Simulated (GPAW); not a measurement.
The system is C.

```
C
1.0
     2.52210    0.00000    0.00000
    -1.26105    2.18420    0.00000
     0.00000    0.00000    8.23710
C
8
Direct
  0.66667 0.33333 0.84375
  0.33333 0.66667 0.34375
  0.66667 0.33333 0.65625
  0.33333 0.66667 0.15625
  0.00000 0.00000 0.90625
  0.00000 0.00000 0.40625
  0.00000 0.00000 0.59375
  0.00000 0.00000 0.09375
```

This is a hexagonal form of diamond, not graphite.

Base run:

* Program: GPAW 26.7.0
* Functional: PBE
* Potentials or basis: GPAW PAW data sets (gpaw-data 1.2.1)
* Cutoff: 800 eV
* Basis: pw
* k mesh: 7 × 7 × 2
* Occupations: fermi-dirac, width 0.05 eV
* Spin: no spin polarisation

Its results: band gap on the k mesh 4.42 eV, indirect (least direct gap 5.19 eV); pressure 1.9 GPa; largest force 0.327 eV/Å.

Task: The run is repeated on the same cell with these changes: functional from PBE to PW91; potentials or basis from GPAW PAW data sets (gpaw-data 1.2.1) to PAW data sets generated in the run's folder for this functional. What comes out?

Result: Band gap on the k mesh 4.46 eV, indirect (least direct gap 5.22 eV); pressure 1.4 GPa; largest force 0.329 eV/Å.
